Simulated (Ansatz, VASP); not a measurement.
# LiCl in VASP and in Ansatz

```xyz
2
Lattice="3.3244 0.0000 0.0000 0.0000 3.2711 0.0000 0.0000 0.0000 3.2711" Properties=species:S:1:pos:R:3 pbc="T T T"
Li    0.0000    0.0000    0.0000
Cl    1.6622    1.6356    1.6356
```

Change from the starting cell: uniaxial_x strain +1.6%.

Alike in both runs: task single point; functional r2SCAN; k mesh 8 × 8 × 8; no spin polarisation.

|  | VASP | Ansatz |
| --- | --- | --- |
| version | VASP 6.6.1 | Ansatz 0.2.0 |
| potentials or method | VASP PAW PBE potentials, release 64 (Li_sv, Cl) | plane waves, PAW |
| plane-wave cutoff (eV) | 520 | 500 |
| occupations | gaussian, width 0.01 eV | fixed |
| valence electrons in the cell | 10 | 10 |

|  | VASP | Ansatz | Ansatz less VASP |
| --- | --- | --- | --- |
| gap on the k mesh at the Fermi level (eV) | 5.26 | 5.13 | -0.129 |

 A k mesh can miss the band edges.
